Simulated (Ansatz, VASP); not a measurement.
One calculation of Re, two programs

```xyz
2
Lattice="2.7608 0.0000 0.0000 -1.3804 2.3909 0.0000 0.0000 0.0000 4.4582" Properties=species:S:1:pos:R:3 pbc="T T T"
Re   -0.0382    1.5834    1.2080
Re    1.3676    0.7888    3.3643
```

Alike in both runs: task relaxation of cell and atoms; functional LDA; k mesh 9 × 9 × 5; occupations fermi-dirac, width 0.05 eV; no spin polarisation.

|  | VASP | Ansatz |
| --- | --- | --- |
| version | VASP 6.6.1 | Ansatz 0.2.0 |
| potentials or method | VASP PAW LDA potentials, release 64 (Re) | PAW with Ansatz's default frozen-core files, scalar-relativistic |
| plane-wave cutoff (eV) | 600 | 420 |
| valence electrons in the cell | 14 | 30 |

|  | VASP | Ansatz | Ansatz less VASP |
| --- | --- | --- | --- |
| relaxed volume (Å³/atom) | 14.39 | 14.33 | -0.060 |
| relaxed cell length with the largest relative difference (Å) | 2.745 | 2.741 | -0.0042 |
| energy change over the relaxation (meV/atom) | -15 | -18 | -3.5 |

The two sets of potentials don't hold the same shells in valence. Ansatz warned: «gradients_without_spin_orbit».

The runs have no spin-orbit coupling, so splittings on Re are missing. Zero-point motion and thermal expansion aren't in these numbers. LDA usually gives volumes a few per cent too small.
